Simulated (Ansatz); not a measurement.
# Cu: the cost of one run

Computed with Ansatz 0.2.0 (DFT PBE, scalar-relativistic, plane waves, PAW, and further levels as typed in the inputs, unless a step's input says otherwise).

### 1 The structure to begin with

The structure is trigonal, space group P-3m1 (No. 164). Conventional cell: a = 2.556 Å, b = 2.556 Å, c = 20.174 Å, α = 90.00°, β = 90.00°, γ = 120.00°. Cu (site symmetry 3m) has 9 Cu at 2.56 Å as nearest neighbours. Around Cu (site symmetry -3m) lie 12 Cu at 2.56 Å.

As a file:

```
Cu
1.0
     5.11238    0.00000    0.00000
     2.55619    4.42745    0.00000
     0.00000    0.00000   20.17424
Cu
12
Direct
  0.16667 0.16667 0.39655
  0.66667 0.16667 0.39655
  0.16667 0.66667 0.39655
  0.66667 0.66667 0.39655
  0.83333 0.33333 0.50000
  0.33333 0.33333 0.50000
  0.83333 0.83333 0.50000
  0.33333 0.83333 0.50000
  0.00000 0.00000 0.60345
  0.50000 0.00000 0.60345
  0.00000 0.50000 0.60345
  0.50000 0.50000 0.60345
```

### 2 Relaxing the atoms: Cu12 slab, no spin

input.yaml reads:

```yaml
crystal:
  lattice:
    - [5.112382028, 0.0, 0.0]
    - [2.556191014, 4.4274527101, 0.0]
    - [0.0, 0.0, 20.1742424462]
  atoms:
    - { symbol: Cu, position: [0.1666666667, 0.1666666667, 0.3965452493] }
    - { symbol: Cu, position: [0.6666666667, 0.1666666667, 0.3965452493] }
    - { symbol: Cu, position: [0.1666666667, 0.6666666667, 0.3965452493] }
    - { symbol: Cu, position: [0.6666666667, 0.6666666667, 0.3965452493] }
    - { symbol: Cu, position: [-0.1666666667, 0.3333333333, 0.5] }
    - { symbol: Cu, position: [0.3333333333, 0.3333333333, 0.5] }
    - { symbol: Cu, position: [-0.1666666667, 0.8333333333, 0.5] }
    - { symbol: Cu, position: [0.3333333333, 0.8333333333, 0.5] }
    - { symbol: Cu, position: [0.0, 0.0, 0.6034547507] }
    - { symbol: Cu, position: [0.5, 0.0, 0.6034547507] }
    - { symbol: Cu, position: [0.0, 0.5, 0.6034547507] }
    - { symbol: Cu, position: [0.5, 0.5, 0.6034547507] }
scf:
  occupations: { method: gaussian, width: 0.1 }
output:
  forces: true
hamiltonian:
  xc: pbe
kpoints:
  mp_grid: { grid: [4, 4, 1] }
efield:
  axis: 3
  dipole_correction: true
relax:
  f_tol: 0.02
  max_steps: 80
  constraints: [{ sites: [0, 1, 2, 3] }]
```

Started as:

```
$ ansatz run input.yaml --threads 8 --pin off --max-ram 20480MiB --backend cpu --events-out ev --progress --plain --runs-dir out
```

**Question.** How long does this run take on 8 threads of Arm Neoverse V2, shared host, and how much memory does it need?

About 8.4 s, with a peak of 1.2 GiB.
